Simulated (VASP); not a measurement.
Here is a VASP 6.6.1 calculation.

Contents of INCAR:

```
SYSTEM = Ba
  ALGO = Normal
  EDIFF = 1E-7
  ENCUT = 520
  GGA = RP
  ISIF = 2
  ISMEAR = 0
  LASPH = .TRUE.
  LCHARG = .FALSE.
  LREAL = .FALSE.
  LWAVE = .FALSE.
  NBANDS = 11
  NELM = 80
  PREC = Accurate
  SIGMA = 0.1
```

KPOINTS

```
k-points
0
G
  8 8 8
  0 0 0
```

Contents of POSCAR:

```
Ba
4.3414
   -0.577348320818      0.577348320818      0.577348320818
    0.577348320818     -0.577348320818      0.577348320818
    0.577348320818      0.577348320818     -0.577348320818
Ba
1
Direct
    0.0000000000      0.0000000000      0.0000000000
```

Potentials or basis: VASP PAW PBE potentials, release 64 (Ba_sv).

Run with:

```sh
$ cat potpaw_PBE.64/Ba_sv/POTCAR > POTCAR
$ mpirun -np 1 vasp_std > vasp.out
```

What does it give for the band gap on the k mesh?

None (metal or under the smearing width).

What does it give for the pressure?

0.7 GPa.

Caveat: the PAW data sets were made with another functional, which shifts forces and pressure a little. Spin-orbit coupling is left out, which matters for the levels of Ba.
